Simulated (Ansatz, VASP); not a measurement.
# Ti3HSe3 in VASP and in Ansatz

```xyz
14
Lattice="5.9394 0.0000 0.0000 -2.9697 6.9790 0.0000 0.0000 0.0000 16.5706" Properties=species:S:1:pos:R:3 pbc="T T T"
Ti    0.0000    0.0000    1.0000
Ti    2.9810    3.8595    2.0902
Ti    2.5769    0.4441    2.6466
Ti   -0.2841    4.3049    3.5743
Ti    0.1004    1.0130    3.5348
Ti    2.8016    4.5022    4.5920
Se   -0.9899    5.3396    1.4155
Se    1.0874    2.1835    1.4906
Se    1.7154    5.9033    2.8458
Se    3.9195    2.4130    3.8329
Se   -1.2851    6.2952    4.7737
Se    0.9366    2.9031    5.2071
H     1.4531    5.5984    5.5264
H     2.1464    5.7711    5.9245
```

Alike in both runs: functional LDA; k mesh 2 × 2 × 1; occupations fermi-dirac, width 0.05 eV; no spin polarisation.

Ansatz relaxed the structure, and its values are those at the end. VASP's run is a single point on that final structure, the one shown.

|  | VASP | Ansatz |
| --- | --- | --- |
| version | VASP 6.6.1 | Ansatz 0.2.0 |
| potentials or method | VASP PAW LDA potentials, release 64 (Ti_sv, Se, H) | scalar-relativistic, plane waves, PAW |
| plane-wave cutoff (eV) | 520 | 420 |
| valence electrons in the cell | 110 | 170 |

Ansatz gave:

```
rms of the force components (eV/Å) : 0.413
```

**Question.** Estimate VASP's values.

**Answer.** rms of the force components (eV/Å): 0.412.

The two sets of potentials don't hold the same shells in valence.

Caveats: the k mesh is coarse (spacing up to 0.57 Å⁻¹), so the values aren't converged.
